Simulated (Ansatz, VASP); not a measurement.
**CdTe: VASP beside Ansatz**

```
CELL_PARAMETERS angstrom
0.00000 3.24554 3.24554
3.24554 0.00000 3.24554
3.24554 3.24554 0.00000
ATOMIC_POSITIONS crystal
Cd 0.00000 0.00000 0.00000
Te 0.25000 0.25000 0.25000
```

Alike in both runs: functional PBEsol; k mesh 8 × 8 × 8; occupations gaussian, width 0.02 eV; no spin polarisation.

Ansatz relaxed the structure, and its values are those at the end. VASP's run is a single point on that final structure, the one shown.

```csv
,VASP,Ansatz
version,VASP 6.6.1,Ansatz 0.2.0
potentials or method,"VASP PAW PBE potentials, release 64 (Cd, Te)","scalar-relativistic, plane waves, PAW"
plane-wave cutoff (eV),520,420
valence electrons in the cell,18,36
```

Ansatz gave:

```
gap on the k mesh at the Fermi level (eV) : 0.65
least direct gap on the mesh (eV)         : 0.65
pressure (GPa)                            : 0.0
```

Task: Which values does VASP return?

Result: gap on the k mesh at the Fermi level (eV): 0.65; least direct gap on the mesh (eV): 0.65; pressure (GPa): 0.1.

The two sets of potentials don't hold the same shells in valence.

Caveats: the PAW data sets were made with another functional, which shifts forces and pressure a little (VASP); spin-orbit coupling is left out, which moves the levels of the heavy elements. As with any semilocal functional, this PBEsol gap is likely too small.
